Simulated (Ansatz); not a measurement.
**Pb in Ansatz: the effect of functional**

Pb, a slab with vacuum:

```
Pb
1.0
     3.48000    0.00000    0.00000
    -1.74000    3.01377    0.00000
     0.00000    0.00000   20.59000
Pb
3
Direct
  0.33333 0.66667 0.36425
  0.66667 0.33333 0.50000
  0.33333 0.66667 0.63575
```

The slab is cut from a database's or a generator's crystal, which needn't be the stable form of the element.

Alike in all runs:

- Program: Ansatz 0.2.0
- Task: single point
- Potentials or basis: all-electron LAPW, scalar-relativistic
- Cutoff: 148 eV (chosen from the basis error)
- Basis error allowed: 0.002 eV/atom
- k mesh: 9 × 9 × 1
- Occupations: fermi-dirac, width 0.05 eV
- Spin: no spin polarisation

One run gave: largest force 0.08 eV/Å; work function 4.30 eV. Which functional did it use?
A. PBE
B. LDA
C. PBEsol

B.

```tsv
functional	largest force (eV/Å)	work function (eV)
PBE	0.23	3.98
LDA	0.08	4.30
PBEsol	0.02	4.06
```
